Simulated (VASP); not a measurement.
## S: single point with LDA

The system is S.

```xyz
2
Lattice="0.0000 2.8181 2.8181 2.8181 0.0000 2.8181 2.8181 2.8181 0.0000" Properties=species:S:1:pos:R:3 pbc="T T T"
S     0.0000    0.0000    0.0000
S     1.4090    1.4090    1.4090
```

The cell was built by a generator and needn't be a form met in nature.

* Program: VASP 6.6.1
* Task: single point
* Functional: LDA
* Potentials or basis: VASP PAW LDA potentials, release 64 (S)
* Cutoff: 520 eV
* k mesh: 8 × 8 × 8
* Occupations: fermi-dirac, width 0.136057 eV
* Spin: no spin polarisation

* Pressure: 0.0 GPa
* Band gap on the k mesh: none (metal or under the smearing width)

Levels at points of the mesh, in eV from the Fermi level:
```
           k point  band 3  band 4  band 5  band 6  band 7  band 8  band 9  band 10
(0.00, 0.00, 0.00)   -4.13   -4.13   -4.13   -1.06   -1.06   -1.06    5.25     7.64
(0.50, 0.00, 0.00)   -4.96   -4.96   -4.47    0.18    0.18    2.35    7.29     7.92
(0.50, 0.50, 0.00)   -5.92   -5.92   -2.17   -2.17    2.60    2.60    6.67     6.67
```

It took 24 s on 1 thread of Intel(R) Xeon(R) Platinum 8259CL CPU @ 2.50GHz (Skylake/Cascade Lake), with other jobs on the host, peak memory 0.14 GiB.
